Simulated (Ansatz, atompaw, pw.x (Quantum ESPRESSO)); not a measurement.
## pw.x on fcc Li: one setting changed

Potential: PAW, atompaw 4.2.0.5, PBE; core [He], reference 2s1 2p0; waves: 2s (bound): rc 2.60 bohr; 2s channel at 0.3 Ry: rc 3.00 bohr; 2p (bound, empty): rc 3.00 bohr; 2p channel at 4.45 Ry: rc 3.00 bohr; 3d channel at 0.05 Ry: rc 3.00 bohr; 3d channel at 2.45 Ry: rc 3.00 bohr; local part: vpsmatchnc scheme with l = 3 at 1 Ry, radius 2.40 bohr; core correction: smooth core density matched at 2.15 bohr; augmentation: sinc compensation charge, radius 3.00 bohr; PAW radius 3.00 bohr; waves and projectors: custom rrkj vanderbiltortho.

The reference run (k-mesh 13³, cutoffs 40/400 Ry, Fermi–Dirac 0.01 Ry, mixing_beta 0.4, conv_thr 1e-9, no spin) gives -0.02 GPa at 20.348 Å³/atom, where all-electron LAPW gives -0.05 GPa. This run, with its own iteration cap, changes mixing_ndim to 16.

```
&control
  calculation='scf', prefix='x', pseudo_dir='./', outdir='./tmp', tstress=.true., disk_io='none'
/
&system
  ibrav=0, nat=1, ntyp=1, ecutwfc=40, ecutrho=400, nbnd=7,
  occupations='smearing', smearing='fd', degauss=0.01
/
&electrons
  conv_thr=1e-09, mixing_beta=0.4, electron_maxstep=50, mixing_ndim=16
/
ATOMIC_SPECIES
Li 1.0 Li.UPF
CELL_PARAMETERS angstrom
  0.00000000 2.16685863 2.16685863
  2.16685863 0.00000000 2.16685863
  2.16685863 2.16685863 0.00000000
ATOMIC_POSITIONS crystal
Li 0.0000 0.0000 0.0000
K_POINTS automatic
13 13 13 0 0 0
```

```bash
pw.x < Li.scf.in > Li.scf.out
```

How does the run end?

It converges in 6 iterations; the free energy moves by +0.0 meV/atom and the pressure by +0.00 GPa. The result is that of the reference run.

```
Message from routine setup:
     using ibrav=0 with symmetry is DISCOURAGED, use correct ibrav instead
     lattice parameter (alat)  =       5.7909  a.u.
     unit-cell volume          =     137.3151 (a.u.)^3
     number of electrons       =         1.00
     number of Kohn-Sham states=            7
     kinetic-energy cutoff     =      40.0000  Ry
     charge density cutoff     =     400.0000  Ry
     scf convergence threshold =      1.0E-09
     Exchange-correlation= SLA PW PBX PBC
     number of k points=    84  Fermi-Dirac smearing, width (Ry)=  0.0100
     iteration #  1     ecut=    40.00 Ry     beta= 0.40
     total energy              =      -3.84449894 Ry
     estimated scf accuracy    <       0.00024262 Ry
     iteration #  2     ecut=    40.00 Ry     beta= 0.40
     total energy              =      -3.84034773 Ry
     estimated scf accuracy    <       0.00011072 Ry
     iteration #  3     ecut=    40.00 Ry     beta= 0.40
     total energy              =      -3.84048920 Ry
     estimated scf accuracy    <       0.00000490 Ry
     iteration #  4     ecut=    40.00 Ry     beta= 0.40
     total energy              =      -3.84049196 Ry
     estimated scf accuracy    <       0.00000014 Ry
     iteration #  5     ecut=    40.00 Ry     beta= 0.40
     total energy              =      -3.84049227 Ry
     estimated scf accuracy    <          5.6E-09 Ry
     iteration #  6     ecut=    40.00 Ry     beta= 0.40
     the Fermi energy is     0.5205 ev
!    total energy              =      -3.84049228 Ry
     estimated scf accuracy    <          8.5E-12 Ry
     smearing contrib. (-TS)   =      -0.00228251 Ry
     convergence has been achieved in   6 iterations
          total   stress  (Ry/bohr**3)                   (kbar)     P=       -0.17
     Message from routine punch:
     Nothing written, as per user request (disk_io='none')
```

The run took about 15 s on one core of a shared server CPU.
